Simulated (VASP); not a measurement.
Here is a VASP 6.6.1 calculation.

The input INCAR:

```
SYSTEM = CuI2
PREC = Accurate
ENCUT = 520
EDIFF = 1E-6
ISMEAR = 0
SIGMA = 0.05
LREAL = .False.
LASPH = .True.
NELM = 100
ALGO = Normal
ISIF = 2
LWAVE = .False.
LCHARG = .False.
ISPIN = 2
MAGMOM = 0.6 -0.3 0 0 0 0
LORBIT = 11
LMAXMIX = 4
LDAU = .True.
LDAUTYPE = 2
LDAUL = 2 -1
LDAUU = 3 0
LDAUJ = 0 0
LDAUPRINT = 1
```

File KPOINTS:

```
regular mesh
0
Gamma
  5 5 5
  0 0 0
```

Contents of POSCAR:

```
CuI2
1.0
    7.0225101200      3.5112550600      3.5112550600
    3.5112550600      7.0225101200      3.5112550600
    3.5112550600      3.5112550600      7.0225101200
Cu I
2 4
Direct
    0.0000000000      0.0000000000      0.0000000000
    0.5000000000      0.5000000000      0.5000000000
    0.1250000000      0.1250000000      0.1250000000
    0.6250000000      0.6250000000      0.6250000000
    0.3750000000      0.3750000000      0.3750000000
    0.8750000000      0.8750000000      0.8750000000
```

Potentials or basis: VASP PAW LDA potentials, release 64 (Cu, I).

Run with:

```bash
$ cat potpaw_LDA.64/Cu/POTCAR potpaw_LDA.64/I/POTCAR > POTCAR
$ mpirun -np 1 vasp_std > vasp.out
```

Problem. What does it give for the net moment?

Solution. 0.00 μB per cell.

Problem. What does it give for the pressure?

Solution. -1.9 GPa.

Problem. Predict the band gap on the k mesh.

Solution. None (metal or under the smearing width).

Eigenvalues of the final occupation matrices:
```csv
site,spin,trace,eigenvalues
site 1 d,1,4.72,0.94 0.94 0.95 0.95 0.95
site 1 d,2,4.72,0.94 0.94 0.95 0.95 0.95
site 2 d,1,4.72,0.94 0.94 0.95 0.95 0.95
site 2 d,2,4.72,0.94 0.94 0.95 0.95 0.95
```

Spin-orbit coupling is left out, which matters for the levels of I. The state reached can hang on the start; a lower one may exist.
